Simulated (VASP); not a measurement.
**KBr: single point with LDA**

The system is KBr.

```xyz
2
Lattice="0.0000 3.3024 3.3024 3.3024 0.0000 3.3024 3.3024 3.3024 0.0000" Properties=species:S:1:pos:R:3 pbc="T T T"
K     0.0000    0.0000    0.0000
Br    3.3024    3.3024    3.3024
```

| Property | Result |
| --- | --- |
| Program | VASP 6.6.1 |
| Task | single point |
| Functional | LDA |
| Potentials or basis | VASP PAW LDA potentials, release 64 (K_sv, Br) |
| Cutoff | 520 eV |
| k mesh | 4 × 4 × 4 |
| Occupations | gaussian, width 0.01 eV |
| Spin | no spin polarisation |
| Dipole correction | no |
| Further INCAR settings | ALGO = Normal; EDIFF = 1e-07; NBANDS = 15 |

The pressure is -1.6 GPa. The band gap on the k mesh is 4.03 eV, direct.

Levels at points of the mesh, in eV from the valence-band top:
```tsv
k point	band 4	band 5	band 6	band 7	band 8	band 9	band 10	band 11	band 12	band 13
(0.00, 0.00, 0.00)	-11.13	-11.13	0.00	0.00	0.00	4.03	7.35	7.35	7.35	8.22
(0.50, 0.00, 0.00)	-11.13	-10.90	-1.25	-0.35	-0.35	6.24	7.92	9.52	9.52	9.82
(0.50, 0.50, 0.00)	-11.17	-11.17	-0.85	-0.30	-0.30	5.56	6.85	9.13	9.19	9.45
```

Run time: 4.3 s on 1 thread of Intel(R) Xeon(R) 6975P-C (Granite Rapids), on a shared host, peak memory 0.16 GiB.
